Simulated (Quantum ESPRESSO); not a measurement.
## CsPbCl3 under changes of volume

One of the cells (35.217 Å³/atom); the others are scaled copies at fixed shape and fractional positions:

```
Pb Cs Cl
1.0
     5.60500    0.00000    0.00000
     0.00000    5.60500    0.00000
     0.00000    0.00000    5.60500
Pb Cs Cl
1 1 3
Direct
  0.50000 0.50000 0.50000
  0.00000 0.00000 0.00000
  0.50000 0.00000 0.50000
  0.00000 0.50000 0.50000
  0.50000 0.50000 0.00000
```

```yaml
Program: Quantum ESPRESSO 7.5
Functional: PBEsol
Potentials_or_basis: GBRV 1.5 PBEsol
Cutoff: 612 eV
Density_cutoff: 4898 eV
k_mesh: 5 × 5 × 5
Occupations: fermi-dirac, width 0.05 eV
Spin: no spin polarisation
```

```tsv
volume (Å³/atom)	energy over the lowest point (meV/atom)	pressure (GPa)	gap on the mesh (eV)
33.104	12.31	1.9	2.71
33.809	5.51	1.2	2.77
34.513	?	?	?
35.217	0.00	0.1	2.86
35.922	0.72	-0.4	2.91
36.626	3.44	-0.9	2.95
37.330	7.93	-1.2	2.98
```

Q: What does the run at 34.513 Å³/atom give?

A: Energy over the lowest point 1.50 meV/atom; pressure 0.6 GPa; gap on the mesh 2.82 eV.

Worked out: A Birch-Murnaghan fit of order 3 (a polynomial in V^(-2/3)) to the other rows has its minimum at 35.33 Å³/atom with B0 = V·E''(V) = 25 GPa and B' = 4.6. It gives 1.51 meV/atom at 34.513 Å³/atom, against the run's 1.50, and -dE/dV = 0.6 GPa, against 0.6. A parabola through the other rows of the gap, of slope 2.4 eV per unit of ln V (its deformation potential) there, gives 2.82 eV, against the run's 2.82.

Energies are extrapolated to zero smearing.

Caveats: spin-orbit coupling is left out, which as a rule narrows the gap of such compounds by several tenths of an eV; an odd mesh through Γ misses points on the zone boundary, where band edges often lie.
